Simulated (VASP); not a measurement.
# Ti (P6_3/mmc) in VASP: settings compared, part 2 of 2

VASP 6.6.1. Earlier steps stand in the parts before.

### Step 4. Optical spectrum, PBE

This run uses another cell than the first one, of 16.68 Å³/atom, 0.962 times its volume.

INCAR reads:

```
ALGO = Fast
CSHIFT = 0.05
EDIFF = 1E-6
ENCUT = 520
GGA = PE
ISIF = 2
ISMEAR = 0
KPAR = 4
LASPH = True
LCHARG = False
LOPTICS = True
LREAL = False
LWAVE = False
NBANDS = 36
NEDOS = 3000
NELM = 80
PREC = Accurate
SIGMA = 0.05
WPLASMAI = 0
```

KPOINTS reads:

```
k-points
0
Gamma
  30 30 15
```

POSCAR reads:

```
Ti                                      
1.0
    2.9021000136      0.0000000000      0.0000000000
   -1.4510500068      2.5132923362      0.0000000000
    0.0000000000      0.0000000000      4.5750142052
  Ti            
     2
Direct
     0.3333333332999970    0.6666666667000030    0.2500000000000000
     0.6666666667000030    0.3333333332999970    0.7500000000000000
```

Potentials or basis: VASP PAW PBE potentials, release 64 (Ti_sv).

Launch:

```
> cat potpaw_PBE.64/Ti_sv/POTCAR > POTCAR
> mpirun -np 4 vasp_std > vasp.out
```

OUTCAR:

```text
EDIFF = 1E-6
   ENCUT = 520
   GGA = PE
   ISIF = 2
   ISMEAR = 0
   LASPH = True
   LREAL = False
   NELM = 80
   PREC = Accurate

 ion  position               nearest neighbor table
   1  0.333  0.667  0.250-   2 2.84   2 2.84   2 2.84   2 2.84   2 2.84   2 2.84
   2  0.667  0.333  0.750-   1 2.84   1 2.84   1 2.84   1 2.84   1 2.84   1 2.84

  LATTYP: Found a hexagonal cell.
 ALAT       =     2.9021000136
 C/A-ratio  =     1.5764495309

  Lattice vectors:

 A1 = (   2.9021000136,   0.0000000000,   0.0000000000)
 A2 = (  -1.4510500068,   2.5132923362,   0.0000000000)
 A3 = (   0.0000000000,   0.0000000000,   4.5750142052)

Analysis of symmetry for initial positions (statically):
=====================================================================
 Subroutine PRICEL returns:
 Original cell was already a primitive cell.

 Routine SETGRP: Setting up the symmetry group for a
 hexagonal supercell.

 Subroutine GETGRP returns: Found 24 space group operations
 (whereof 12 operations were pure point group operations)
 out of a pool of 24 trial point group operations.

[... 847 lines left out ...]
     -0.00000      1.67553      1.14375        -0.000000     -0.000000      0.000000
      1.45105      0.83776      3.43126         0.000000      0.000000      0.000000
 -----------------------------------------------------------------------------------
    total drift:                               -0.000000      0.000000     -0.000000

  FREE ENERGIE OF THE ION-ELECTRON SYSTEM (eV)
  ---------------------------------------------------
  free  energy   TOTEN  =       -15.6543098930 eV

  energy  without entropy=      -15.6519825529  energy(sigma->0) =      -15.65314622

 electrical conductivity sigma (Mega S m-1) (frequency dependency in vasprun.xml)
  --------------------------------------------------------------------------------------
       0.032      -0.000      -0.000
      -0.000       0.032      -0.000
       0.000      -0.000       0.037

  frequency dependent IMAGINARY DIELECTRIC FUNCTION (independent particle, no local field effects) density-density
     E(ev)      X         Y         Z        XY        YZ        ZX
  --------------------------------------------------------------------------------------------------------------
     0.00000     0.00000     0.00000     0.00000     0.00000     0.00000     0.00000
     1.10530    39.86761    39.86761    39.44696    -0.00000     0.00000     0.00000
     2.21059    28.64825    28.64825    20.31019     0.00000     0.00000     0.00000
     3.31589    15.52324    15.52324    19.53423    -0.00000     0.00000    -0.00000
     4.42119    10.91164    10.91164    10.14047    -0.00000     0.00000     0.00000
     5.52649     2.70126     2.70126     2.94734    -0.00000     0.00000     0.00000
[... 92 lines left out ...]
   108.31911     0.00006     0.00006     0.00006     0.00000    -0.00000     0.00000
   109.42440     0.00005     0.00005     0.00005     0.00000    -0.00000     0.00000

  frequency dependent      REAL DIELECTRIC FUNCTION (independent particle, no local field effects) density-density
     E(ev)        X           Y           Z          XY          YZ          ZX
  --------------------------------------------------------------------------------------------------------------
     0.00000   105.47577   105.47577   103.23947     0.00000    -0.00000    -0.00000
     1.10530    23.08773    23.08773    13.47101    -0.00000     0.00000     0.00000
     2.21059    -2.11437    -2.11437    -4.95161     0.00000    -0.00000     0.00000
     3.31589    -1.87058    -1.87058    -1.95282     0.00000     0.00000     0.00000
     4.42119    -9.78494    -9.78494    -9.46906    -0.00000    -0.00000     0.00000
     5.52649    -3.91198    -3.91198    -4.43179     0.00000    -0.00000     0.00000
[... 92 lines left out ...]
   108.31911     0.94413     0.94413     0.94417     0.00000    -0.00000     0.00000
   109.42440     0.94535     0.94535     0.94539     0.00000    -0.00000     0.00000

  frequency dependent IMAGINARY DIELECTRIC FUNCTION (independent particle, no local field effects) current-current
     E(ev)      X         Y         Z        XY        YZ        ZX
  --------------------------------------------------------------------------------------------------------------
     0.00000   272.08228   272.08228   281.01713    -0.00000    -0.00000     0.00000
     1.10530    41.78724    41.78724    40.39548    -0.00000    -0.00000     0.00000
     2.21059    28.48518    28.48518    20.01577     0.00000    -0.00000     0.00000
     3.31589    15.43687    15.43687    19.43980    -0.00000    -0.00000     0.00000
     4.42119    10.65702    10.65702     9.89418     0.00000    -0.00000     0.00000
     5.52649     2.61127     2.61127     2.84901     0.00000     0.00000    -0.00000
[... 92 lines left out ...]
   108.31911     0.00000     0.00000     0.00000    -0.00000     0.00000    -0.00000
   109.42440     0.00000     0.00000     0.00000    -0.00000     0.00000    -0.00000

  frequency dependent      REAL DIELECTRIC FUNCTION (independent particle, no local field effects) current-current
     E(ev)        X           Y           Z          XY          YZ          ZX
  --------------------------------------------------------------------------------------------------------------
     0.00000    48.35533    48.35533    94.83643     0.00000    -0.00000     0.00000
     1.10530    19.53218    19.53218    10.16241     0.00000     0.00000    -0.00000
     2.21059    -3.38348    -3.38348    -5.83936     0.00000    -0.00000    -0.00000
     3.31589    -2.31962    -2.31962    -2.55169     0.00000     0.00000    -0.00000
     4.42119   -10.02142   -10.02142    -9.68944    -0.00000     0.00000    -0.00000
     5.52649    -3.95186    -3.95186    -4.47797     0.00000     0.00000    -0.00000
[... 92 lines left out ...]
   108.31911     0.94414     0.94414     0.94418     0.00000     0.00000    -0.00000
   109.42440     0.94537     0.94537     0.94540     0.00000     0.00000    -0.00000
```

Run time: 3.8 min. Hardware: 4 MPI ranks of Intel Xeon Platinum 8259CL at 2.50GHz (Skylake/Cascade Lake), shared host; peak memory 1.3 GiB.

Results:

- Free energy: -15.6543 eV
- Pressure: 4.7 GPa
- Band gap on the k mesh: none (metal or under the smearing width)

Stress tensor (GPa, compression positive):
```
4.45 0.00 0.00
0.00 4.45 0.00
0.00 0.00 5.06
```

Levels at points of the mesh, in eV from the Fermi level:
| k point | band 9 | band 10 | band 11 | band 12 | band 13 | band 14 | band 15 | band 16 |
| --- | --- | --- | --- | --- | --- | --- | --- | --- |
| (0.00, 0.00, 0.00) | -6.32 | -2.81 | 0.77 | 0.77 | 0.91 | 0.93 | 1.31 | 1.31 |
| (0.50, 0.00, 0.00) | -2.42 | -2.30 | -1.96 | -0.62 | 0.44 | 0.66 | 1.24 | 3.48 |

Dielectric function (mean over the directions given):
```csv
energy (eV),real part,imaginary part
0.29,71.41,27.85
1.33,17.48,38.81
2.36,-3.62,23.23
3.39,-2.57,16.72
4.42,-9.68,10.65
5.45,-4.42,2.91
6.48,0.22,4.24
7.52,-2.78,2.54
8.55,-1.35,1.04
9.58,0.99,1.70
10.61,-0.22,2.45
11.64,-0.69,2.18
12.67,-0.81,1.29
13.71,-0.37,0.95
14.74,-0.31,0.80
15.77,-0.09,0.70
16.80,-0.03,0.46
17.83,0.16,0.36
18.86,0.30,0.31
19.97,0.42,0.24
```

Caveat: independent-particle spectra lack excitons; the intraband (Drude) part of a metal's response may be missing.

### Step 5. Band structure, PBE

This run uses another cell than the first one, of 16.68 Å³/atom, 0.962 times its volume.

INCAR reads:

```
  PREC = Accurate
  ENCUT = 520
  EDIFF = 1E-6
  ISMEAR = 1
  SIGMA = 0.1
  LREAL = False
  LASPH = True
  NELM = 80
  ALGO = Fast
  ISIF = 2
  LWAVE = False
  LCHARG = False
  LMAXMIX = 4
  GGA = PE
```

KPOINTS reads:

```
regular mesh
0
Gamma
  15 15 8
```

POSCAR reads:

```
Ti                                      
1.0
    2.9021000120      0.0000000000      0.0000000000
   -1.4510500060      2.5132923347      0.0000000000
    0.0000000000      0.0000000000      4.5750142022
  Ti            
     2
Direct
     0.3333333332999970    0.6666666667000030    0.2500000000000000
     0.6666666667000030    0.3333333332999970    0.7500000000000000
```

KPOINTS_OPT reads:

```
explicit points
258
Reciprocal
 0.0000000000  0.0000000000  0.0000000000 1
 0.0263157895  0.0000000000  0.0000000000 1
 0.0526315789  0.0000000000  0.0000000000 1
 0.0789473684  0.0000000000  0.0000000000 1
 0.1052631579  0.0000000000  0.0000000000 1
 0.1315789474  0.0000000000  0.0000000000 1
[... 250 lines left out ...]
 0.5000000000  0.0000000000  0.0260695800 1
 0.5000000000  0.0000000000 -0.0260695800 1
```

Potentials or basis: VASP PAW PBE potentials, release 64 (Ti_sv).

Launch:

```
> cat potpaw_PBE.64/Ti_sv/POTCAR > POTCAR
> mpirun -np 1 vasp_std > vasp.out
```

OUTCAR:

```text
PREC = Accurate
   ENCUT = 520
   EDIFF = 1E-6
   ISMEAR = 1
   LREAL = False
   LASPH = True
   NELM = 80
   ISIF = 2
   GGA = PE

 ion  position               nearest neighbor table
   1  0.333  0.667  0.250-   2 2.84   2 2.84   2 2.84   2 2.84   2 2.84   2 2.84
   2  0.667  0.333  0.750-   1 2.84   1 2.84   1 2.84   1 2.84   1 2.84   1 2.84

  LATTYP: Found a hexagonal cell.
 ALAT       =     2.9021000120
 C/A-ratio  =     1.5764495308

  Lattice vectors:

 A1 = (   2.9021000120,   0.0000000000,   0.0000000000)
 A2 = (  -1.4510500060,   2.5132923347,   0.0000000000)
 A3 = (   0.0000000000,   0.0000000000,   4.5750142022)

Analysis of symmetry for initial positions (statically):
=====================================================================
 Subroutine PRICEL returns:
 Original cell was already a primitive cell.

 Routine SETGRP: Setting up the symmetry group for a
 hexagonal supercell.

 Subroutine GETGRP returns: Found 24 space group operations
 (whereof 12 operations were pure point group operations)
 out of a pool of 24 trial point group operations.

The static configuration has the point symmetry D_3d.
 The point group associated with its full space group is D_6h.

Analysis of symmetry for dynamics (positions and initial velocities):
=====================================================================
 Subroutine PRICEL returns:
 Original cell was already a primitive cell.

 Routine SETGRP: Setting up the symmetry group for a
 hexagonal supercell.

 Subroutine GETGRP returns: Found 24 space group operations
 (whereof 12 operations were pure point group operations)
 out of a pool of 24 trial point group operations.

The dynamic configuration has the point symmetry D_3d.
 The point group associated with its full space group is D_6h.

 Subroutine INISYM returns: Found 24 space group operations
 (whereof 12 operations are pure point group operations),
 and found     1 'primitive' translations

[... 115 lines left out ...]
  volume/ion in A,a.u.               =      16.68       112.59
  Fermi-wavevector in a.u.,A,eV,Ry     =   1.466772  2.771797 29.271851  2.151420
  Thomas-Fermi vector in A             =   2.582470
   LORBIT       =      0    0 simple, 1 ext, 2 COOP (PROOUT), +10 PAW based schemes
   GGA     = PE    functional components
   LHFCALC =     F    Hartree Fock is set to
   AEXX    =    0.0000 exact exchange contribution
   IVDW    =     0    specifies the selected vdW correction
   LEPSILON=     F    determine dielectric tensor
   LRPA    =     F    only Hartree local field effects (RPA)
 non-spin polarized calculation
 RMM-DIIS sequential band-by-band and
 Methfessel and Paxton  Order N= 1 SIGMA  =   0.10
  energy-cutoff  :      520.00
  volume of cell :       33.37
 maximum number of plane-waves:       929
 NGX is ok and might be reduce to    24
   NGX = 11   NGY = 11   NGZ = 17

 number of electron      23.9999997 magnetization

 Free energy of the ion-electron system (eV)
  ---------------------------------------------------
  ext. energy  EPLUGINS =         0.00000000
  ---------------------------------------------------
  free energy    TOTEN  =       -15.65269973 eV

  energy without entropy =      -15.65302088  energy(sigma->0) =      -15.65280678

 E-fermi :   8.7826     XC(G=0): -11.6882

 val. band max:        8.7808230116   @ k =   0.0667   0.0000   0.2500
 cond. band min:       8.7969475139   @ k =   0.0667   0.0667   0.1250
 fundamental gap:      0.0161245024
 Fermi energy:         8.7826119475

 k-point     1 :       0.0000    0.0000    0.0000
  band No.  band energies     occupation
      1     -48.0314      2.00000
      2     -47.8679      2.00000
      3     -24.6753      2.00000
      4     -23.9409      2.00000
      5     -23.9409      2.00000
      6     -23.8628      2.00000
[... 433 lines left out ...]
      3     -24.4184      2.00000
      4     -24.2792      2.00000
      5     -24.2703      2.00000
      6     -24.1953      2.00000
[... 8 lines left out ...]
     15      10.1823     -0.00000
     16      11.9635      0.00000

 [... further k-points ...]

------------------------ aborting loop because EDIFF is reached ----------------------------------------

  FORCE on cell =-STRESS in cart. coord.  units (eV):
  Direction    XX          YY          ZZ          XY          YZ          ZX
  --------------------------------------------------------------------------------------
  -------------------------------------------------------------------------------------
  Total        0.9483436      0.9483436      0.9948114      0.0000000      0.0000000      0.0000000
  in kB       45.5332321     45.5332320     47.7643112      0.0000000      0.0000000      0.0000000
  external PRESSURE =      46.2769251 kB  Pullay stress =       0.0000000 kB

 VOLUME and BASIS-vectors are now :
 -----------------------------------------------------------------------------
  energy-cutoff  :      520.00
  volume of cell :       33.37
      direct lattice vectors                 reciprocal lattice vectors
     2.902100012  0.000000000  0.000000000     0.344578063  0.198942237  0.000000000
    -1.451050006  2.513292335  0.000000000     0.000000000  0.397884475  0.000000000
     0.000000000  0.000000000  4.575014202     0.000000000  0.000000000  0.218578556

 POSITION                                       TOTAL-FORCE (eV/Angst)
 -----------------------------------------------------------------------------------
     -0.00000      1.67553      1.14375         0.000000      0.000000      0.000000
      1.45105      0.83776      3.43126        -0.000000     -0.000000      0.000000
 -----------------------------------------------------------------------------------
    total drift:                               -0.000000      0.000000     -0.000000

  FREE ENERGIE OF THE ION-ELECTRON SYSTEM (eV)
  ---------------------------------------------------
  free  energy   TOTEN  =       -15.6526997335 eV

  energy  without entropy=      -15.6530208817  energy(sigma->0) =      -15.65280678
```

OSZICAR:

```text
N       E                     dE             d eps       ncg     rms          rms(c)
DAV:   1     0.246719513732E+03    0.24672E+03   -0.13619E+04  4336   0.188E+03
DAV:   2     0.107325482281E+02   -0.23599E+03   -0.23463E+03  4448   0.493E+02
[... 48 lines left out ...]
       N       E                     dE             ncg
DAV:   1    -0.996588112891E+04   -0.12528E+06     3936
DAV:   2    -0.390444428478E+05   -0.29079E+05     4056
DAV:   3    -0.424996064420E+05   -0.34552E+04     7672
DAV:   4    -0.426818393059E+05   -0.18223E+03     4176
DAV:   5    -0.426946443332E+05   -0.12805E+02     6288
DAV:   6    -0.426947502408E+05   -0.10591E+00     4208
DAV:   7    -0.426947540172E+05   -0.37764E-02     6560
DAV:   8    -0.426947540847E+05   -0.67497E-04     4032
DAV:   9    -0.426947540884E+05   -0.37854E-05     3680
DAV:  10    -0.426947540887E+05   -0.30928E-06     2672
```

stdout:

```text
POSCAR found type information on POSCAR Ti
 POSCAR found :  1 types and       2 ions
 scaLAPACK will be used
 LDA part: xc-table for (Slater+PW92), standard interpolation
 POSCAR, INCAR and KPOINTS ok, starting setup
 FFT: planning ... GRIDC
 FFT: planning ... GRID_SOFT
 FFT: planning ... GRID
 WAVECAR not read
 entering main loop
WARNING in EDDRMM: call to ZHEGV failed, returncode =   8  4     11
WARNING in EDDRMM: call to ZHEGV failed, returncode =   8  4     12
WARNING in EDDRMM: call to ZHEGV failed, returncode =   6  3      5
WARNING in EDDRMM: call to ZHEGV failed, returncode =   8  4      3
WARNING in EDDRMM: call to ZHEGV failed, returncode =   6  3      4
 Start KPOINTS_OPT (optional k-point list driver)
k-point batch [1-135\258]
k-point batch [136-258\258]
```

It took 5 min on 1 thread of Intel Xeon Platinum 8375C at 2.90GHz (Ice Lake), shared host; peak memory 0.23 GiB.

Results:

| Item | Value |
| --- | --- |
| Free energy | -15.6527 eV |
| Pressure | 4.6 GPa |
| Band gap along the path | none (metal or under the smearing width) |

Levels at the corners of the path, in eV from the Fermi level:
```
point  band 8  band 9  band 10  band 11  band 12  band 13  band 14  band 15  band 16
    Γ  -32.61   -6.32    -2.80     0.78     0.78     0.91     0.93     1.31     1.31
    M  -32.69   -2.42    -2.29    -1.96    -0.62     0.45     0.67     1.24     3.48
    M  -32.69   -2.42    -2.29    -1.96    -0.62     0.45     0.67     1.24     3.48
    K  -32.89   -1.82    -1.45    -1.45    -1.35     0.23     0.23     1.58     3.20
    K  -32.89   -1.82    -1.45    -1.45    -1.35     0.23     0.23     1.58     3.20
    Γ  -32.61   -6.32    -2.80     0.78     0.78     0.91     0.93     1.31     1.31
    Γ  -32.61   -6.32    -2.80     0.78     0.78     0.91     0.93     1.31     1.31
    A  -32.67   -4.39    -4.39     0.08     0.08     0.67     0.67     0.67     0.67
    A  -32.67   -4.39    -4.39     0.08     0.08     0.67     0.67     0.67     0.67
    L  -32.79   -2.67    -2.67    -0.87    -0.87     1.42     1.42     1.77     1.77
    L  -32.79   -2.67    -2.67    -0.87    -0.87     1.42     1.42     1.77     1.77
    H  -32.75   -1.32    -1.32    -1.15    -1.15    -0.21    -0.21     1.74     1.74
    H  -32.75   -1.32    -1.32    -1.15    -1.15    -0.21    -0.21     1.74     1.74
    A  -32.67   -4.39    -4.39     0.08     0.08     0.67     0.67     0.67     0.67
    L  -32.79   -2.67    -2.67    -0.87    -0.87     1.42     1.42     1.77     1.77
    M  -32.69   -2.42    -2.29    -1.96    -0.62     0.45     0.67     1.24     3.48
    K  -32.89   -1.82    -1.45    -1.45    -1.35     0.23     0.23     1.58     3.20
    H  -32.75   -1.32    -1.32    -1.15    -1.15    -0.21    -0.21     1.74     1.74
```

### Step 6. The runs side by side

| task | level | cell | k mesh | cutoff (eV) | smearing | ions in elastic constants | pressure (GPa) |
| --- | --- | --- | --- | --- | --- | --- | --- |
| elastic constants | PBE | P6_3/mmc, 17.35 Å³/atom | 27 × 27 × 15 | 600 | methfessel-paxton 0.2 eV | relaxed | - |
| elastic constants | PBEsol | P6_3/mmc, 16.68 Å³/atom | 27 × 27 × 15 | 600 | methfessel-paxton 0.2 eV | relaxed | - |
| optical spectrum | PBE | P6_3/mmc, 16.68 Å³/atom | 30 × 30 × 15 | 520 | gaussian 0.05 eV | - | 4.7 |
| band structure | PBE | P6_3/mmc, 16.68 Å³/atom | 15 × 15 × 8 | 520 | methfessel-paxton 0.1 eV | - | 4.6 |

Alike in all rows: potentials or basis VASP PAW PBE potentials, release 64 (Ti_sv); no spin polarisation.

Caveats: the PAW data sets were made with another functional, which shifts forces and pressure a little (some runs); independent-particle spectra lack excitons (some runs); the intraband (Drude) part of a metal's response may be missing (some runs).

Absolute energies hang on the potentials; compare differences alone.
